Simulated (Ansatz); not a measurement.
# How settings move the G0W0 gap of CdTe (F-43m)

CdTe (started from an entry of an open crystallographic database), relaxed with r2SCAN; one-shot G0W0 in Ansatz without spin-orbit coupling. (Simulation; spin polarisation is off.)

```cif
data_structure
_symmetry_space_group_name_H-M 'F-43m'
_symmetry_Int_Tables_number 216
_cell_length_a 6.5598
_cell_length_b 6.5598
_cell_length_c 6.5598
_cell_angle_alpha 90.000
_cell_angle_beta 90.000
_cell_angle_gamma 90.000
_cell_volume 282.27
loop_
_atom_site_label
_atom_site_type_symbol
_atom_site_symmetry_multiplicity
_atom_site_Wyckoff_symbol
_atom_site_fract_x
_atom_site_fract_y
_atom_site_fract_z
_atom_site_occupancy
Cd1 Cd 4 a 0.00000 0.00000 0.00000 1
Te1 Te 4 d 0.25000 0.25000 0.75000 1
```

Gaps are read over the mesh points alone. G0W0 values are finite-basis, finite-mesh values.

| start | potentials | frequency model | mesh | empty bands | screening cutoff (eV) | Kohn-Sham gap (eV) | G0W0 gap (eV) |
| --- | --- | --- | --- | --- | --- | --- | --- |
| PBE | PAW | contour deformation | 4×4×4 | 160 | 100 | 0.65 | 1.22 |
| PBE | PAW | contour deformation | 4×4×4 | 386 | 180 | 0.65 | 1.20 |
| PBE | PAW | contour deformation | 4×4×4 | 750 | 260 | 0.65 | 1.19 |
| HSE06 | PAW | contour deformation | 4×4×4 | 386 | 180 | 1.53 | 1.76 |
| r2SCAN | PAW | contour deformation | 4×4×4 | 386 | 180 | 1.15 | 1.55 |
| PBE0 | PAW | contour deformation | 4×4×4 | 386 | 180 | 2.16 | 1.97 |
| PBE | PAW | Godby-Needs pole | 4×4×4 | 386 | 180 | 0.65 | 1.31 |
| PBE | PAW | contour deformation | 6×6×6 | 114 | 80 | 0.66 | 1.28 |
| PBE | norm-conserving | contour deformation | 4×4×4 | 386 | 180 | 0.65 | 1.18 |

G0W0 moves the gap on the mesh from 0.65 eV (PBE) to 1.19 eV (direct at Γ). Renormalisation factors Z lie between 0.70 and 0.75.

Raising bands and cutoff together moves the gap by -0.02 eV (100 to 180 eV), then -0.01 eV (180 to 260 eV); the last step is small, which bounds nothing strictly. Starting from HSE06 (1.53 eV against PBE's 0.65 eV) gives 1.76 eV, +0.56 eV from G0W0@PBE at the same screening cutoff. Starting from r2SCAN (1.15 eV against PBE's 0.65 eV) gives 1.55 eV, +0.35 eV from G0W0@PBE at the same screening cutoff. Starting from PBE0 (2.16 eV against PBE's 0.65 eV) gives 1.97 eV, +0.77 eV from G0W0@PBE at the same screening cutoff. The Godby-Needs plasmon pole differs from contour deformation by +0.11 eV. Norm-conserving potentials (wave cutoff 1120 eV against 420 eV) shift the quasiparticle gap by -0.02 eV and the PBE gap by 0.00 eV. On these meshes the dielectric constant comes out too large, which adds an error that these runs don't bound. r2SCAN runs take a wave cutoff of 500 eV.

The program warns that the k mesh is coarse for exact exchange in some of these runs, so their gaps aren't converged.

With a shallow d shell on the cation, G0W0 converges slowly in bands and cutoff, so these values are in doubt.
